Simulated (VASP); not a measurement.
**Hg: equation of state with PBE**

Crystal: Hg.

```
Hg
1.0
     3.46181    0.00000    0.00000
    -1.73090    2.99802    0.00000
     0.00000    0.00000    5.48755
Hg
2
Direct
  0.33333 0.66667 0.25000
  0.66667 0.33333 0.75000
```

* Program: VASP 6.6.1
* Task: equation of state
* Functional: PBE
* Potentials or basis: VASP PAW PBE potentials, release 64 (Hg)
* Cutoff: 520 eV
* k mesh: 9 × 9 × 5
* Occupations: fermi-dirac, width 0.05 eV
* Spin: no spin polarisation

- Equilibrium volume: 31.68 Å³/atom (rough: see the caveat)
- Bulk modulus at fixed shape and positions: 9.7 GPa (rough)

Energy against volume, from the lowest point:
```
volume (Å³/atom)  energy (meV/atom)
          26.768              24.72
          27.337              18.38
          27.907              13.10
          28.476               8.64
          29.046               4.93
          29.615               2.06
          30.185               0.00
```

All runs of the series together: 3.1 min on 1 thread of Intel(R) Xeon(R) Platinum 8559C (Emerald Rapids) (shared host).

Caveat: the fit is doubtful: noisy points or a state that changes with volume; the minimum lies outside the volumes run; the cell was scaled at fixed shape and fractional positions, which overstates the stiffness of a crystal with free parameters, most of all of layers and chains. The run has no spin-orbit coupling, so splittings on Hg are missing.
